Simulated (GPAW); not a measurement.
The system is PtS2.

```xyz
3
Lattice="3.5432 0.0000 0.0000 -1.7716 3.0685 0.0000 0.0000 0.0000 5.0388" Properties=species:S:1:pos:R:3 pbc="T T T"
Pt    0.0000    0.0000    0.0000
S     1.7716    1.0228    3.8950
S     0.0000    2.0457    1.1438
```

* Program: GPAW 26.7.0
* Task: relaxation of cell and atoms
* Functional: PBE
* Potentials or basis: GPAW PAW data sets (gpaw-data 1.2.1)
* Cutoff: 600 eV
* Basis: pw
* k mesh: 6 × 6 × 4
* Occupations: fermi-dirac, width 0.05 eV
* Spin: no spin polarisation

At the start: pressure 11.8 GPa; volume 18.26 Å³/atom.

Problem. How do energy, volume and symmetry change on relaxing?

Solution. Over 14 steps the energy falls by 70.3 meV/atom and the volume is 22.82 Å³/atom (+25.0 %); space group P-3m1 (No. 164, to 0.05 Å).

The path:
```tsv
step	energy change (eV)	largest force (eV/Å)	pressure (GPa)	volume (Å³)
1	0.0000	1.2943	11.79	54.78
2	-0.1002	0.7456	6.98	55.84
3	-0.1598	0.0239	0.91	57.46
4	-0.1609	0.0480	0.32	57.67
5	-0.1616	0.0788	0.07	57.81
6	-0.1642	0.1531	-0.53	58.29
7	-0.1693	0.2350	-1.17	59.21
8	-0.1802	0.3140	-1.69	61.19
9	-0.1976	0.2940	-1.33	64.64
10	-0.2081	0.1106	0.09	68.11
11	-0.2088	0.0642	0.33	68.34
12	-0.2100	0.0083	0.53	68.26
13	-0.2105	0.0297	0.46	68.18
14	-0.2110	0.0291	0.28	68.46
```

Final structure:
```
Pt S
1.0
     3.57516    0.00000    0.00000
    -1.78758    3.09618    0.00000
     0.00000    0.00000    6.18508
Pt S
1 2
Cartesian
  0.0000 0.0000 0.0000
  1.7876 1.0321 4.9575
  0.0000 2.0641 1.2276
```

Caveat: later steps reuse the first step's grids; the volume moved by over 15 % at a fixed basis, so the end points are rough; this functional lacks dispersion, which binds the layers, so the pressure and a relaxed spacing across them are unreliable, and here the layers came unbound; the volume moved by +25 % from the deposited cell, more than functionals usually miss.
